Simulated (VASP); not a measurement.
# BaTiO3 (R3m) in VASP: a series of runs

The runs below take BaTiO3 through relaxation of cell and atoms, with r2SCAN, LDA.

All numbers are computed with VASP 6.6.1; they aren't measurements. Logs are shortened: lines on timing, memory, paths and dates and some standing lists are left out, and cuts for length are marked.

## 1. The structure

Symmetry: R3m, No. 160, trigonal system. The conventional cell has a = 5.655 Å, b = 5.655 Å, c = 6.955 Å, α = 90.00°, β = 90.00°, γ = 120.00°. Ba (site symmetry 3m) has 12 O at 2.79 to 2.89 Å as nearest neighbours. Around Ti (site symmetry 3m) lie 6 O at 1.87 to 2.14 Å. O (site symmetry m) is surrounded by 2 Ti at 1.87 to 2.14 Å.

## 2. Relaxation of cell and atoms, r2SCAN

The input, INCAR:

```
SYSTEM = BaTiO3
ALGO     = Normal         ! electronic algorithm
EDIFF    = 1E-6           ! SCF threshold, eV
EDIFFG   = -0.01          ! ionic threshold
ENCUT    = 600            ! plane-wave cutoff, eV
IBRION   = 2              ! ionic algorithm
ISIF     = 3              ! what is computed and relaxed
ISMEAR   = 0              ! smearing method
KPAR     = 2            
LASPH    = .TRUE.         ! aspherical terms in the spheres
LCHARG   = .FALSE.        ! write CHGCAR
LMIXTAU  = .TRUE.       
LREAL    = .FALSE.        ! projectors in reciprocal space
LWAVE    = .FALSE.        ! write WAVECAR
METAGGA  = R2SCAN         ! meta-GGA
NELM     = 80             ! most SCF steps
NSW      = 90             ! ionic steps
PREC     = Accurate       ! precision mode
SIGMA    = 0.03           ! smearing width, eV
```

The input, KPOINTS:

```
k-points
0
G
  7 7 7
  0 0 0
```

The input, POSCAR:

```
BaTiO3
1.0
    2.8273666084      1.6323808724      2.3183934932
   -2.8273666084      1.6323808724      2.3183934932
    0.0000000000     -3.2647617449      2.3183934932
Ba Ti O
1 1 3
Direct
    0.0000000000      0.0000000000      0.0000000000
    0.4845000000      0.4845000000      0.4845000000
    0.5086000000      0.5086000000      0.0175000000
    0.0175000000      0.5086000000      0.5086000000
    0.5086000000      0.0175000000      0.5086000000
```

Potentials or basis: VASP PAW PBE potentials, release 64 (Ba_sv, Ti_sv, O).

Command:

```console
$ cat potpaw_PBE.64/Ba_sv/POTCAR potpaw_PBE.64/Ti_sv/POTCAR potpaw_PBE.64/O/POTCAR > POTCAR
$ mpirun -np 2 vasp_std > vasp.out
```

OUTCAR:

```text
SYSTEM = BaTiO3
   EDIFF = 1E-6
   EDIFFG = -0.01
   ENCUT = 600
   IBRION = 2
   ISIF = 3
   ISMEAR = 0
   LASPH = .TRUE.
   LREAL = .FALSE.
   METAGGA = R2SCAN
   NELM = 80
   NSW = 90
   PREC = Accurate

 ion  position               nearest neighbor table
   1  0.000  0.000  0.000-   3 2.79   4 2.79   5 2.79   4 2.83   5 2.83   5 2.83   4 2.83   3 2.83
                             3 2.83   3 2.89   4 2.89   5 2.89   2 3.37   2 3.43   2 3.43   2 3.43
   2  0.484  0.484  0.484-   4 1.87   5 1.87   3 1.87   5 2.14   4 2.14   3 2.14   1 3.37   1 3.43
                             1 3.43   1 3.43   1 3.50   1 3.50   1 3.50   1 3.59
   3  0.509  0.509  0.017-   2 1.87   2 2.14   1 2.79   1 2.83   1 2.83   1 2.89
   4  0.017  0.509  0.509-   2 1.87   2 2.14   1 2.79   1 2.83   1 2.83   1 2.89
   5  0.509  0.017  0.509-   2 1.87   2 2.14   1 2.79   1 2.83   1 2.83   1 2.89

  LATTYP: Found a trigonal (rhomboedric) cell.
 ALAT       =     4.0042000000
 COS(alpha) =     0.0028448828

  Lattice vectors:

 A1 = (   2.8273666084,   1.6323808724,   2.3183934932)
 A2 = (  -2.8273666084,   1.6323808724,   2.3183934932)
 A3 = (   0.0000000000,  -3.2647617449,   2.3183934932)

Analysis of symmetry for initial positions (statically):
=====================================================================
 Subroutine PRICEL returns:
 Original cell was already a primitive cell.

 Routine SETGRP: Setting up the symmetry group for a
 trigonal (rhombohedral) supercell.

 Subroutine GETGRP returns: Found  6 space group operations
 (whereof  6 operations were pure point group operations)
 out of a pool of 12 trial point group operations.

The static configuration has the point symmetry C_3v.

Analysis of symmetry for dynamics (positions and initial velocities):
=====================================================================
 Subroutine PRICEL returns:
 Original cell was already a primitive cell.

 Routine SETGRP: Setting up the symmetry group for a
 trigonal (rhombohedral) supercell.

 Subroutine GETGRP returns: Found  6 space group operations
 (whereof  6 operations were pure point group operations)
 out of a pool of 12 trial point group operations.

The dynamic configuration has the point symmetry C_3v.

 Subroutine INISYM returns: Found  6 space group operations
 (whereof  6 operations are pure point group operations),
 and found     1 'primitive' translations

----------------------------------------------------------------------------------------

                                     Primitive cell

  volume of cell :      64.2010

[... 108 lines left out ...]
   EFERMI =   0.00;   METHOD = LEGACY
   ISMEAR =     0;   SIGMA  =   0.03  broadening in eV -4-tet -1-fermi 0-gaus
   EFERMI_NEDOS =   21; number of points for ismear=-14 and -15
   IALGO  =     38    algorithm
   IMIX   =      4    mixing-type and parameters
     AMIX     =   0.40;   BMIX     =  1.00
     AMIX_MAG =   1.60;   BMIX_MAG =  1.00
  volume/ion in A,a.u.               =      12.84        86.65
  Fermi-wavevector in a.u.,A,eV,Ry     =   1.398237  2.642285 26.600301  1.955067
  Thomas-Fermi vector in A             =   2.521415
   LORBIT       =      0    0 simple, 1 ext, 2 COOP (PROOUT), +10 PAW based schemes
   METAGGA = R2SCAN    functional components
   LHFCALC =     F    Hartree Fock is set to
   AEXX    =    0.0000 exact exchange contribution
   IVDW    =     0    specifies the selected vdW correction
   LEPSILON=     F    determine dielectric tensor
   LRPA    =     F    only Hartree local field effects (RPA)
 conjugate gradient relaxation of ions
 non-spin polarized calculation
 Gauss-broadening in eV      SIGMA  =   0.03
  energy-cutoff  :      600.00
  volume of cell :       64.20
 maximum number of plane-waves:      2170
   NGX = 15   NGY = 15   NGZ = 15

--------------------------------------- Ionic step        1  -------------------------------------------

 number of electron      39.9999996 magnetization

 Free energy of the ion-electron system (eV)
  ---------------------------------------------------
  ext. energy  EPLUGINS =         0.00000000
  ---------------------------------------------------
  free energy    TOTEN  =       -74.26228635 eV

  energy without entropy =      -74.26228635  energy(sigma->0) =      -74.26228635

------------------------ aborting loop because EDIFF is reached ----------------------------------------

  FORCE on cell =-STRESS in cart. coord.  units (eV):
  Direction    XX          YY          ZZ          XY          YZ          ZX
  --------------------------------------------------------------------------------------
  -------------------------------------------------------------------------------------
  Total        1.5383624      1.5383624      1.4634814      0.0000000     -0.0000000     -0.0000000
  in kB       38.3908050     38.3908050     36.5221018      0.0000000     -0.0000000     -0.0000000
  external PRESSURE =      37.7679039 kB  Pullay stress =       0.0000000 kB
[... 260 lines left out ...]
--------------------------------------- Ionic step        8  -------------------------------------------

 number of electron      39.9999998 magnetization

 Free energy of the ion-electron system (eV)
  ---------------------------------------------------
  ext. energy  EPLUGINS =         0.00000000
  ---------------------------------------------------
  free energy    TOTEN  =       -74.27929128 eV

  energy without entropy =      -74.27929128  energy(sigma->0) =      -74.27929128

 E-fermi :   3.3424     XC(G=0): -11.7599

 val. band max:        3.2217895080   @ k =   0.4286   0.4286   0.4286
 cond. band min:       6.0438454376   @ k =   0.0000   0.0000   0.0000
 fundamental gap:      2.8220559296
 Fermi energy:         3.3423819770

 k-point     1 :       0.0000    0.0000    0.0000
  band No.  band energies     occupation
      1     -55.3062      2.00000
      2     -30.4978      2.00000
      3     -30.4975      2.00000
      4     -30.4975      2.00000
      5     -22.2359      2.00000
      6     -14.4612      2.00000
[... 637 lines left out ...]
     23       7.5320      0.00000
     24       9.0581      0.00000

 [... further k-points ...]

------------------------ aborting loop because EDIFF is reached ----------------------------------------

  FORCE on cell =-STRESS in cart. coord.  units (eV):
  Direction    XX          YY          ZZ          XY          YZ          ZX
  --------------------------------------------------------------------------------------
  -------------------------------------------------------------------------------------
  Total       -0.0176355     -0.0176355      0.0033518     -0.0000000     -0.0000000      0.0000000
  in kB       -0.4300498     -0.4300498      0.0817350     -0.0000000     -0.0000000      0.0000000
  external PRESSURE =      -0.2594548 kB  Pullay stress =       0.0000000 kB
[... 20 lines left out ...]
  FREE ENERGIE OF THE ION-ELECTRON SYSTEM (eV)
  ---------------------------------------------------
  free  energy   TOTEN  =       -74.2792912847 eV

  energy  without entropy=      -74.2792912847  energy(sigma->0) =      -74.27929128

 reached required accuracy - stopping structural energy minimisation
```

OSZICAR:

```text
N       E                     dE             d eps       ncg     rms          rms(c)
DAV:   1     0.463590044629E+03    0.46359E+03   -0.23721E+04  2112   0.206E+03
DAV:   2    -0.419905642778E+02   -0.50558E+03   -0.49697E+03  2584   0.535E+02
DAV:   3    -0.942675116436E+02   -0.52277E+02   -0.51181E+02  3096   0.161E+02
DAV:   4    -0.968072332866E+02   -0.25397E+01   -0.25380E+01  3104   0.322E+01
[... 77 lines left out ...]
DAV:   1    -0.742793420630E+02   -0.84966E-04   -0.21639E-02  2256   0.176E+00    0.935E-02
DAV:   2    -0.742793320345E+02    0.10028E-04   -0.13359E-03  2144   0.314E-01    0.511E-02
DAV:   3    -0.742792979610E+02    0.34074E-04   -0.20131E-04  2920   0.124E-01    0.180E-02
DAV:   4    -0.742792920951E+02    0.58659E-05   -0.37925E-05  3192   0.612E-02    0.114E-02
DAV:   5    -0.742792912847E+02    0.81033E-06   -0.41816E-06  2128   0.198E-02
   8 F= -.74279291E+02 E0= -.74279291E+02  d E =-.341809E-04
```

Run time: 4.3 min. Hardware: 2 MPI ranks of Intel Xeon 6975P-C (Granite Rapids), shared host; peak memory 0.25 GiB.

What came out:

```
Free energy                            : -74.2793 eV
Relaxed volume                         : 13.14 Å³/atom
Relaxed cell                           : a = 4.035 Å, b = 4.035 Å, c = 4.035 Å, α = 89.82°, β = 89.82°, γ = 89.82°
Space group after relaxing (to 0.05 Å) : R3m (No. 160)
Energy gained by relaxing              : 3.4 meV/atom
Ionic steps                            : 8
Pressure after relaxing                : 0.0 GPa
Largest force after relaxing           : 0.004 eV/Å
Band gap on the k mesh                 : 2.82 eV, indirect (least direct gap 3.21 eV)
```

Forces on the atoms (eV/Å):
```
Ba   0.000  0.000  0.001
Ti   0.000  0.000 -0.003
O    0.000 -0.003  0.001
O    0.003  0.002  0.001
O   -0.003  0.002  0.001
```

The path:
```
step  energy change (eV)  largest force (eV/Å)  pressure (GPa)  volume (Å³)
   1              0.0000                0.2558            3.78        64.20
   2              0.0092                0.3093           -4.27        67.05
   3             -0.0155                0.0907            0.04        65.44
   4             -0.0162                0.0610            0.03        65.50
   5             -0.0167                0.0482            0.01        65.61
   6             -0.0169                0.0247            0.02        65.64
   7             -0.0170                0.0060            0.03        65.67
   8             -0.0170                0.0036           -0.03        65.70
```

Final structure:
```yaml
crystal:
  lattice:
    - [2.84878, 1.64475, 2.33706]
    - [-2.84878, 1.64475, 2.33706]
    - [0.00000, -3.28949, 2.33706]
  atoms:
    - { symbol: Ba, position: [0.99752, 0.99752, 0.99752] }
    - { symbol: Ti, position: [0.48426, 0.48426, 0.48426] }
    - { symbol: O, position: [0.50932, 0.50932, 0.01877] }
    - { symbol: O, position: [0.01877, 0.50932, 0.50932] }
    - { symbol: O, position: [0.50932, 0.01877, 0.50932] }
```

Levels at points of the mesh, in eV from the valence-band top:
```tsv
k point	band 18	band 19	band 20	band 21	band 22	band 23
(0.00, 0.00, 0.00)	-0.50	-0.39	-0.39	2.82	2.82	2.95
```

Caveat: the PAW data sets were made with another functional, which shifts forces and pressure a little; spin-orbit coupling is left out, which moves the levels of the heavy elements; an odd mesh through Γ misses points on the zone boundary, where band edges often lie.

## 3. Relaxation of cell and atoms, r2SCAN

This run uses another cell than the first one, of 13.14 Å³/atom, 1.023 times its volume.

INCAR: that of step 2 with these lines changed.

```diff
@@ -2,4 +2,4 @@
 ALGO     = Normal         ! electronic algorithm
-EDIFF    = 1E-6           ! SCF threshold, eV
-EDIFFG   = -0.01          ! ionic threshold
+EDIFF    = 1E-7           ! SCF threshold, eV
+EDIFFG   = -0.005         ! ionic threshold
 ENCUT    = 600            ! plane-wave cutoff, eV
```

KPOINTS is that of step 2.

The input, POSCAR:

```
BaTiO3                                  
1.0
    2.8487833677      1.6447458441      2.3370615785
   -2.8487833677      1.6447458441      2.3370615785
   -0.0000000000     -3.2894916884      2.3370615785
  Ba              Ti              O             
     1     1     3
Direct
     0.9975248484336706    0.9975248484336706    0.9975248484336704
     0.4842582699700075    0.4842582699700075    0.4842582699700079
     0.5093233653592283    0.5093233653592283    0.0187701508778628
     0.0187701508778629    0.5093233653592286    0.5093233653592284
     0.5093233653592286    0.0187701508778629    0.5093233653592284
```

Potentials or basis: VASP PAW PBE potentials, release 64 (Ba_sv, Ti_sv, O).

Command:

```console
$ cat potpaw_PBE.64/Ba_sv/POTCAR potpaw_PBE.64/Ti_sv/POTCAR potpaw_PBE.64/O/POTCAR > POTCAR
$ mpirun -np 2 vasp_std > vasp.out
```

Wall time 2 min (2 MPI ranks of Intel Xeon 6975P-C (Granite Rapids), shared host); peak memory 0.25 GiB.

The run converged. Its results:

- Free energy: -74.2825 eV
- Relaxed volume: 13.13 Å³/atom
- Relaxed cell: a = 4.035 Å, b = 4.035 Å, c = 4.035 Å, α = 89.82°, β = 89.82°, γ = 89.82°
- Space group after relaxing (to 0.05 Å): R3m (No. 160)
- Energy gained by relaxing: 0.0 meV/atom
- Ionic steps: 3
- Pressure after relaxing: 0.0 GPa
- Band gap on the k mesh: 2.82 eV, indirect (least direct gap 3.21 eV)

Forces in eV/Å, atoms in the order of the input:
```
Ba   0.000  0.000  0.001
Ti   0.000  0.000  0.003
O    0.000  0.001 -0.001
O   -0.001  0.000 -0.001
O    0.001  0.000 -0.001
```

Final structure:
```
Ba Ti O
1.0
     2.84834    1.64449    2.33679
    -2.84834    1.64449    2.33679
     0.00000   -3.28898    2.33679
Ba Ti O
1 1 3
Direct
  0.99753 0.99753 0.99753
  0.48425 0.48425 0.48425
  0.50932 0.50932 0.01879
  0.01879 0.50932 0.50932
  0.50932 0.01879 0.50932
```

Levels at points of the mesh, in eV from the valence-band top:
```tsv
k point	band 16	band 17	band 18	band 19	band 20	band 21	band 22	band 23	band 24
(0.00, 0.00, 0.00)	-1.26	-1.00	-0.50	-0.39	-0.39	2.82	2.82	2.95	4.74
```

Caveat: the PAW data sets were made with another functional, which shifts forces and pressure a little; spin-orbit coupling is left out, which moves the levels of the heavy elements; an odd mesh through Γ misses points on the zone boundary, where band edges often lie. r2SCAN opens gaps a little over a GGA but as a rule still falls short of measured ones.

## 4. Relaxation of cell and atoms, LDA

The input, INCAR:

```
SYSTEM = BaTiO3
  PREC = Accurate
  ENCUT = 600
  EDIFF = 1E-6
  ISMEAR = 0
  SIGMA = 0.03
  LREAL = .False.
  LASPH = .True.
  NELM = 80
  ALGO = Normal
  ISIF = 3
  LWAVE = .False.
  LCHARG = .False.
  IBRION = 2
  NSW = 90
  EDIFFG = -0.01
  KPAR = 2
```

The input, KPOINTS:

```
regular mesh
0
Gamma
  7 7 7
  0 0 0
```

The input, POSCAR:

```
BaTiO3
1.0
    2.8273666084      1.6323808724      2.3183934932
   -2.8273666084      1.6323808724      2.3183934932
    0.0000000000     -3.2647617449      2.3183934932
Ba Ti O
1 1 3
Direct
    0.0000000000      0.0000000000      0.0000000000
    0.4845000000      0.4845000000      0.4845000000
    0.5086000000      0.5086000000      0.0175000000
    0.0175000000      0.5086000000      0.5086000000
    0.5086000000      0.0175000000      0.5086000000
```

Potentials or basis: VASP PAW LDA potentials, release 64 (Ba_sv, Ti_sv, O).

Command:

```console
$ cat potpaw_LDA.64/Ba_sv/POTCAR potpaw_LDA.64/Ti_sv/POTCAR potpaw_LDA.64/O/POTCAR > POTCAR
$ mpirun -np 2 vasp_std > vasp.out
```

It took 3.3 min on 2 MPI ranks of Intel Xeon Platinum 8259CL at 2.50GHz (Skylake/Cascade Lake), shared host; peak memory 0.22 GiB.

Results (log left out):

- Free energy: -44.1773 eV
- Relaxed volume: 12.42 Å³/atom
- Relaxed cell: a = 3.961 Å, b = 3.961 Å, c = 3.961 Å, α = 89.94°, β = 89.94°, γ = 89.94°
- Space group after relaxing (to 0.05 Å): R3m (No. 160)
- Energy gained by relaxing: 6.1 meV/atom
- Ionic steps: 15
- Pressure after relaxing: -0.1 GPa
- Band gap on the k mesh: 2.11 eV, indirect (least direct gap 2.30 eV)

The path:
```tsv
step	energy change (eV)	largest force (eV/Å)	pressure (GPa)	volume (Å³)
1	0.0000	0.1429	-4.07	64.20
2	-0.0014	0.5375	4.62	61.22
3	-0.0205	0.3218	0.15	62.66
4	-0.0278	0.1683	0.11	62.37
5	-0.0293	0.0737	0.21	62.15
6	-0.0294	0.0783	0.23	62.16
7	-0.0300	0.0385	-0.33	62.31
8	-0.0300	0.0379	-0.37	62.33
9	-0.0304	0.0275	-0.09	62.21
10	-0.0304	0.0266	-0.02	62.17
11	-0.0304	0.0294	0.04	62.16
12	-0.0306	0.0223	0.03	62.14
13	-0.0306	0.0141	0.02	62.10
14	-0.0306	0.0150	0.02	62.11
15	-0.0307	0.0019	-0.05	62.12
```

Final structure:
```cif
data_structure
_symmetry_space_group_name_H-M 'P 1'
_symmetry_Int_Tables_number 1
_cell_length_a 3.9605
_cell_length_b 3.9605
_cell_length_c 3.9605
_cell_angle_alpha 89.940
_cell_angle_beta 89.940
_cell_angle_gamma 89.940
_cell_volume 62.12
loop_
_atom_site_label
_atom_site_type_symbol
_atom_site_fract_x
_atom_site_fract_y
_atom_site_fract_z
_atom_site_occupancy
Ba1 Ba 0.99965 0.99965 0.99965 1
Ti1 Ti 0.49059 0.49059 0.49059 1
O1 O 0.50809 0.50809 0.01277 1
O2 O 0.01277 0.50809 0.50809 1
O3 O 0.50809 0.01277 0.50809 1
```

Levels at points of the mesh, in eV from the valence-band top:
```tsv
k point	band 18	band 19	band 20	band 21	band 22	band 23
(0.00, 0.00, 0.00)	-0.28	-0.18	-0.18	2.11	2.11	2.22
```

Caveat: spin-orbit coupling is left out, which moves the levels of the heavy elements; an odd mesh through Γ misses points on the zone boundary, where band edges often lie.

## 5. Relaxation of cell and atoms, LDA

This run uses another cell than the first one, of 12.42 Å³/atom, 0.968 times its volume.

INCAR: that of step 4 with these lines changed.

```diff
@@ -3,3 +3,3 @@
   ENCUT = 600
-  EDIFF = 1E-6
+  EDIFF = 1E-7
   ISMEAR = 0
@@ -15,3 +15,3 @@
   NSW = 90
-  EDIFFG = -0.01
+  EDIFFG = -0.005
   KPAR = 2
```

KPOINTS is that of step 4.

The input, POSCAR:

```
BaTiO3                                  
1.0
    2.7990509242      1.6160328045      2.2889865317
   -2.7990509242      1.6160328045      2.2889865317
   -0.0000000000     -3.2320656091      2.2889865317
  Ba              Ti              O             
     1     1     3
Direct
     0.9996531987002059    0.9996531987002059    0.9996531987002060
     0.4905882828576644    0.4905882828576644    0.4905882828576644
     0.5080924305203232    0.5080924305203232    0.0127736574014815
     0.0127736574014816    0.5080924305203232    0.5080924305203230
     0.5080924305203232    0.0127736574014816    0.5080924305203230
```

Command:

```console
$ cat potpaw_LDA.64/Ba_sv/POTCAR potpaw_LDA.64/Ti_sv/POTCAR potpaw_LDA.64/O/POTCAR > POTCAR
$ mpirun -np 2 vasp_std > vasp.out
```

It took 27 s on 2 MPI ranks of Intel Xeon Platinum 8259CL at 2.50GHz (Skylake/Cascade Lake), shared host; peak memory 0.21 GiB.

It converged, with:

| Item | Value |
| --- | --- |
| Free energy | -44.1727 eV |
| Pressure after relaxing | 0.0 GPa |
| Largest force after relaxing | 0.003 eV/Å |
| Band gap on the k mesh | 2.11 eV, indirect (least direct gap 2.30 eV) |

Forces on the atoms (eV/Å):
```
Ba   0.000  0.000 -0.002
Ti   0.000  0.000  0.000
O    0.000  0.003  0.000
O   -0.003 -0.002  0.000
O    0.003 -0.002  0.000
```

Final structure:
```
CELL_PARAMETERS angstrom
2.79905 1.61603 2.28899
-2.79905 1.61603 2.28899
0.00000 -3.23207 2.28899
ATOMIC_POSITIONS crystal
Ba 0.99965 0.99965 0.99965
Ti 0.49059 0.49059 0.49059
O 0.50809 0.50809 0.01277
O 0.01277 0.50809 0.50809
O 0.50809 0.01277 0.50809
```

Levels at points of the mesh, in eV from the valence-band top:
```
           k point  band 16  band 17  band 18  band 19  band 20  band 21  band 22  band 23  band 24
(0.00, 0.00, 0.00)    -1.22    -1.09    -0.28    -0.18    -0.18     2.11     2.11     2.22     4.51
```

Caveat: the relaxation stopped at its first step, so nothing moved; spin-orbit coupling is left out, which moves the levels of the heavy elements; an odd mesh through Γ misses points on the zone boundary, where band edges often lie.
